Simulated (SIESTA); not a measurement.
Runs of SIESTA 5.4.2 on Mn. The cell holds a slab with vacuum, 5 atoms: a = 2.732 Å, b = 2.732 Å, c = 23.921 Å, α = 90.00°, β = 90.00°, γ = 120.00°. The slab is cut from a database's or a generator's crystal, which needn't be the stable form of the element.

```tsv
potentials or basis	gap on the mesh (eV)	moment (μB)	largest force (eV/Å)
Ansatz (PBE files), DZP (energy shift 0.003 Ry; two zetas on semicore shells)	none	(a)	0.36
PseudoDojo 0.5 standard (PBE files), DZP (energy shift 0.003 Ry; two zetas on semicore shells)	none	18.29	0.21
SG15 1.2 (PBE files) or PseudoDojo by element, DZP (energy shift 0.003 Ry; two zetas on semicore shells)	none	18.48	0.20
SPMS 1.0 (PBE files) or PseudoDojo by element, DZP (energy shift 0.003 Ry; two zetas on semicore shells)	none	(b)	0.20
PseudoDojo 0.4 stringent (PBE files), DZP (energy shift 0.003 Ry; two zetas on semicore shells)	none	17.19	0.23
PseudoDojo 0.4 standard (PBE files), DZP (energy shift 0.003 Ry; two zetas on semicore shells)	none	18.29	0.21
```

Alike in all rows: task band structure; level PBE; spin collinear, ferromagnetic start; cell as given; k mesh 11 × 11 × 1; smearing fermi-dirac 0.05 eV; grid cutoff 800 Ry; energy shift 0.003 Ry.

Problem. Estimate the missing entries.

Solution. (a) 16.89; (b) 18.22.

Caveats: the cell was measured hot, at 1373 K; the basis of atomic orbitals isn't converged, which shifts pressures, moduli and gaps; the valence orbitals were made in a potential fitted to the semicore shell under them, which widens gaps by tenths of an eV or more (some runs).

A gap of «none» marks a metal or a gap under the smearing width.
